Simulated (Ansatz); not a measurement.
# TaC: frozen-core PAW against all-electron methods

```
Ta C
1.0
     0.00000    2.22700    2.22700
     2.22700    0.00000    2.22700
     2.22700    2.22700    0.00000
Ta C
1 1
Cartesian
  0.0000 0.0000 0.0000
  2.2270 2.2270 2.2270
```

Atom numbers follow the list: Ta1, C2.

The cell is COD entry 9008731, as deposited and not checked against the literature; nothing was relaxed.

Spin polarisation is left out, and whether a magnetic state lies lower isn't shown here.

No spin–orbit coupling, which matters for the heavy atoms here.

All numbers are computed: DFT, PBE, PAW with Ansatz's default frozen-core files, scalar-relativistic (Ansatz 0.2.0); DFT, PBE, all-electron PAW with datasets made for the crystal, scalar-relativistic (Ansatz 0.2.0); DFT, PBE, all-electron LAPW, scalar-relativistic (Ansatz 0.2.0).

For PAW: a Γ-centred 13×13×13 k mesh, Fermi–Dirac smearing of 0.08 eV, cutoff 420 eV, no spin polarisation. The crystal-made all-electron datasets (AE datasets) take a cutoff of 460 eV at this cell. LAPW targets a basis error of 0.25 meV/atom. The Ansatz runs share mesh, smearing and spin set-up. Plane-wave (PAW) pressures include the program's estimate of the Pulay term.

Stress and pressure are positive in compression.

Levels count from the Fermi level.

```tsv
quantity	PAW	AE datasets	LAPW
pressure (GPa)	?	4.78	4.78
highest filled level at Γ (eV)	-0.508	-0.504	-0.503
highest filled level at K (eV)	-0.628	-0.627	-0.627
lowest empty level at K (eV)	3.152	3.150	3.150
```

Q: What belongs in the row "pressure (GPa)", column "PAW"?

A: 4.84.
